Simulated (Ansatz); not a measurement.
## Ti: strain energy, fitted

Ti, P6_3/mmc, a = 2.936 Å, c = 4.636 Å. Ansatz: r2SCAN, PAW, 500 eV, Γ-centred 24×24×12 mesh on 2 atoms, Gaussian smearing 0.10 eV; no spin polarisation. Series: biaxial strain in the a-b plane, c and atoms relaxed; x is the strain in per cent. y is the free energy over the unstrained cell, V0 = 17.303 Å³/atom.

```tsv
x (%)	y (meV/atom)
-3.0	?
-2.0	9.66
-1.0	2.33
0.0	0.00
1.0	2.35
2.0	9.14
3.0	20.10
```

Question: Fit y = c2 x² + c3 x³ to the other rows, turn c2 into a modulus, and predict the missing energy.

Answer: Least squares on the rows shown. y = 2.3440 x² − 0.036117 x³. In eV per unit strain² c2 is 23.44; M is the biaxial modulus (E = M V0 ε²): 23.44 × 160.2 / (17.303) = 217 GPa. At x = -3.0 the fit asked for gives 22.07 meV/atom. The run gave 22.14 meV/atom, so the fit is 0.07 meV/atom too low, within twice the rms miss on the fitted rows (0.04 meV/atom).